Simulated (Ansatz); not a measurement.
The system is Ga.

```xyz
1
Lattice="2.7165 0.0000 0.0000 0.0000 2.7165 0.0000 0.0000 0.0000 2.7165" Properties=species:S:1:pos:R:3 pbc="T T T"
Ga    0.0000    0.0000    0.0000
```

The cell was built by a generator and needn't be a form met in nature.

```yaml
Program: Ansatz 0.2.0
Task: relaxation of cell and atoms
Functional: PBEsol
Dispersion: D3(BJ)
Potentials_or_basis: Ansatz PAW
Cutoff: "420 eV (not typed: the program's choice for these potentials)"
k_mesh: 10 × 10 × 10
Occupations: fermi-dirac, width 0.05 eV
Spin: no spin polarisation
```

At the start: volume 20.05 Å³/atom.

Problem. How do energy, volume and symmetry change on relaxing?

Solution. It ends after 5 steps and the volume is 17.95 Å³/atom (-10.5 %); space group Pm-3m (No. 221, to 0.05 Å).

The path:
```
step  energy change (eV)  largest force (eV/Å)  volume (Å³)
   1              0.0000                0.0000        20.05
   2             -0.0411                0.0000        18.28
   3             -0.0423                0.0000        17.79
   4             -0.0425                0.0000        17.95
   5             -0.0420                0.0000        17.95
```

Final structure:
```
Ga
1.0
     2.61811    0.00000    0.00000
     0.00000    2.61811    0.00000
     0.00000    0.00000    2.61811
Ga
1
Direct
  0.00000 0.00000 0.00000
```

Caveat: the plane-wave basis is chosen anew once the cell has moved, so the energies of steps on either side of that aren't comparable; pairwise dispersion overbinds metals, which lowers pressure and volume; the PAW data sets come from PBE, with cores solved anew for the run's functional, which leaves a small shift of forces and pressure.
